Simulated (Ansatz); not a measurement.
A surface is cut from this relaxed crystal of TaN:

```
CELL_PARAMETERS angstrom
5.20509 0.00000 0.00000
-2.60254 4.50774 0.00000
0.00000 0.00000 2.90359
ATOMIC_POSITIONS crystal
Ta 0.00000 0.00000 0.00000
Ta 0.33333 0.66667 0.50000
Ta 0.66667 0.33333 0.50000
N 0.50000 0.00000 0.00000
N 0.50000 0.50000 0.00000
N 0.00000 0.50000 0.00000
```

Miller indices refer to the conventional cell of P6/mmm (No. 191), a = 5.205 Å, b = 5.205 Å, c = 2.904 Å, α = 90.00°, β = 90.00°, γ = 120.00°.

Consider the (101) slab of 20 planes, 11.8 Å thick with 15 Å of vacuum as cut; outer planes TaN (top) and Ta (bottom), atoms at the bulk's places.

Theory: Ansatz 0.2.0, DFT PBEsol, scalar-relativistic, plane waves, PAW. Settings: cutoff 420 eV, Γ-centred mesh 8×7×1 on the computed 30-atom cell, Gaussian smearing of 0.10 eV; no spin polarisation. A dipole correction removes the field between periodic images along c.

**Question.** Predict the surface energy (mean of both faces).

**Answer.** 3.87 J/m².

**Question.** Estimate the work function.

**Answer.** 4.00 eV (top), 3.38 eV (bottom).

**Question.** Give the dipole of the slab along +c, per cell.

**Answer.** -0.10 e·Å.

Spin-orbit coupling is left out, which matters for the bands of heavy elements.

The reference crystal is a form of TaN, which isn't its usual structure.